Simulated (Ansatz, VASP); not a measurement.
One calculation of ZnCu, two programs

```xyz
2
Lattice="2.9252 0.0000 0.0000 0.0000 2.9252 0.0000 0.0000 0.0000 2.9252" Properties=species:S:1:pos:R:3 pbc="T T T"
Zn    1.4626    1.4626    1.4626
Cu    0.0000    0.0000    0.0000
```

Change from the starting cell: volume scaled by 0.98.

Alike in both runs: task single point; functional PBE; k mesh 14 × 14 × 14; occupations fermi-dirac, width 0.05 eV; no spin polarisation.

|  | VASP | Ansatz |
| --- | --- | --- |
| version | VASP 6.6.1 | Ansatz 0.2.0 |
| potentials or method | VASP PAW PBE potentials, release 64 (Zn, Cu), cutoff 520 eV | all-electron LAPW, scalar-relativistic |

Ansatz gave:

```
pressure (GPa) : 4.9
```

Which values does VASP return?

Pressure (GPa): 5.5.

Ansatz ran all-electron here, so the differences hold the error of VASP's frozen core and of both bases.
